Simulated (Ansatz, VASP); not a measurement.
## HfN in VASP and in Ansatz

INCAR

```
PREC = Accurate ; ENCUT = 600
EDIFF = 1E-7 ; ISMEAR = -1
SIGMA = 0.05 ; LREAL = False
LASPH = True ; NELM = 150
ALGO = Normal ; ISIF = 3
LWAVE = False ; LCHARG = False
LMAXMIX = 4 ; LDAU = True
LDAUTYPE = 2 ; LDAUL = 2 -1
LDAUU = 4 0 ; LDAUJ = 0 0
LDAUPRINT = 1 ; IBRION = 2
NSW = 60 ; EDIFFG = -0.01
```

The input KPOINTS:

```
regular mesh
0
Gamma
  9 9 9
```

Contents of POSCAR:

```
HfN
1.0
    0.0000000000      2.4548220000      2.4548220000
    2.4548220000      0.0000000000      2.4548220000
    2.4548220000      2.4548220000      0.0000000000
Hf N
1 1
Direct
    0.0000000000      0.0000000000      0.0000000000
    0.2500000000      0.2500000000      0.2500000000
```

The input input.yaml:

```yaml
crystal:
  lattice:
    - [0.0, 2.454822, 2.454822]
    - [2.454822, 0.0, 2.454822]
    - [2.454822, 2.454822, 0.0]
  atoms:
    - { symbol: Hf, position: [0.0, 0.0, 0.0] }
    - { symbol: "N", position: [0.25, 0.25, 0.25] }
hamiltonian:
  xc: lda
  pseudopotentials: { kind: paw }
  hubbard: { sites: [{ species: Hf, l: d, u_eff: 4.0 }] }
kpoints:
  mp_grid: { grid: [9, 9, 9] }
scf:
  occupations: { method: fermi_dirac, width: 0.05 }
output:
  forces: true
  stress: true
  eigenvalues: true
  write_density: true
  write_potential: true
  elf: true
  volumetric_format: npy
relax:
  f_tol: 0.01
  max_steps: 40
  cell: { stress_tol: 0.05 }
```

The cell comes from a database or a generator and needn't be the stable form of this composition.

Alike in both runs: task relaxation of cell and atoms; functional LDA; k mesh 9 × 9 × 9; occupations fermi-dirac, width 0.05 eV; no spin polarisation; Hubbard terms Hf d U = 4.0 eV.

|  | VASP | Ansatz |
| --- | --- | --- |
| version | VASP 6.6.1 | Ansatz 0.2.0 |
| potentials or method | VASP PAW LDA potentials, release 64 (Hf_pv, N) | Ansatz PAW |
| plane-wave cutoff (eV) | 600 | 420 |
| valence electrons in the cell | 15 | 31 |

Ansatz gave:

- gap on the k mesh at the Fermi level, each at its own relaxed structure (eV): none
- relaxed volume (Å³/atom): 14.48
- relaxed cell length with the largest relative difference (Å): 3.447
- energy change over the relaxation (meV/atom): -4

Question: What did VASP give for the same quantities?

Answer: gap on the k mesh at the Fermi level, each at its own relaxed structure (eV): none; relaxed volume (Å³/atom): 14.92; relaxed cell length with the largest relative difference (Å): 3.482; energy change over the relaxation (meV/atom): -1.

The programs project onto different local orbitals, so the same U acts differently. A gap of «none» marks a metal or a gap that the smearing closes. The two sets of potentials don't hold the same shells in valence.

Caveats: U without spin polarisation on a metal has little footing; the plane-wave basis is chosen anew once the cell has moved, so the energies of steps on either side of that aren't comparable (Ansatz); the pressure holds a Pulay correction of +0.5 GPa for the finite cutoff (Ansatz); the PAW data sets come from PBE, with cores solved anew for the run's functional, which leaves a small shift of forces and pressure (Ansatz). Spin-orbit coupling is left out, which matters for the levels of Hf.
